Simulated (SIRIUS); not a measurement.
Runs of SIRIUS 7.12.0 on AlCo. It takes space group Pm-3m (No. 221, cubic). Conventional cell: a = 2.819 Å, b = 2.819 Å, c = 2.819 Å, α = 90.00°, β = 90.00°, γ = 90.00°. Co (site symmetry m-3m) has 8 Al at 2.44 Å as nearest neighbours. Al (site symmetry m-3m) has 8 Co at 2.44 Å as nearest neighbours. The cell is a database's computed one.

```tsv
level	V0 of scaled cells (Å³/atom)	B0 (GPa)
PBE	11.58	174
PBE+D4	11.22	194
PBE+D3(BJ)	11.18	(c)
PBE+D3	(b)	(a)
```

Alike in all rows: task equation of state; potentials or basis all-electron FP-LAPW, apw+lo standard; spin collinear, ferromagnetic start; cell as given; k mesh 7 × 7 × 7; cutoff (eV) 205; smearing fermi-dirac 0.05 eV.

Task: Estimate the missing entries.

Result: (a) 192; (b) 11.21; (c) 195.
